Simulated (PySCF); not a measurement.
Species: C5H5N.
Bonds: C1–C2 (aromatic), C2–C3 (aromatic), C3–N4 (aromatic), N4–C5 (aromatic), C5–C6 (aromatic), C1–C6 (aromatic). Hydrogens: H7 on C1; H8 on C2; H9 on C3; H10 on C5; H11 on C6.

Method: PBE0-D3(BJ)/def2-SVP geometry optimisation, gas phase in PySCF; density fitting, grid level 1; the optimiser is geomeTRIC in internal coordinates, started from an MMFF94s structure.

At the end of the run (lengths in Å): N4–C5 1.331, C3–N4 1.331, C3–H9 1.096, C5–H10 1.096, C2–C3 1.395, C5–C6 1.395, C2–H8 1.092, C2–C1–C6 118.5°, C1–C2–C3 118.4°, C3–N4–C5 117.7°, C2–C3–N4 123.5°.

**Question.** These geometries were met on the way; a selection of coordinates is given. Order them by energy above the end point, lowest first.
A. N4–C5 1.333, C3–N4 1.333, C3–H9 1.097, C5–H10 1.097, C2–C3 1.394, C5–C6 1.394, C2–H8 1.091, C2–C1–C6 116.6°, C1–C2–C3 120.0°, C3–N4–C5 117.8°, C2–C3–N4 122.8°
B. N4–C5 1.351, C3–N4 1.351, C3–H9 1.086, C5–H10 1.086, C2–C3 1.386, C5–C6 1.386, C2–H8 1.084, C2–C1–C6 119.3°, C1–C2–C3 118.2°, C3–N4–C5 116.6°, C2–C3–N4 123.8°
C. N4–C5 1.331, C3–N4 1.331, C3–H9 1.097, C5–H10 1.097, C2–C3 1.395, C5–C6 1.395, C2–H8 1.092, C2–C1–C6 118.8°, C1–C2–C3 118.4°, C3–N4–C5 118.0°, C2–C3–N4 123.2°

**Answer.** C (0.001 eV), A (0.013 eV), B (0.032 eV).

| step | E above end (eV) | rms distance from the end, all atoms (Å) | largest force (eV/Å) | rms shift of all bonds from the end (Å) |
| --- | --- | --- | --- | --- |
| 5 | 0.001 | 0.003 | 0.106 | 0.000 |
| 3 | 0.013 | 0.012 | 0.560 | 0.002 |
| 0 | 0.032 | 0.011 | 1.335 | 0.011 |

Rows stand in the order of the answer.
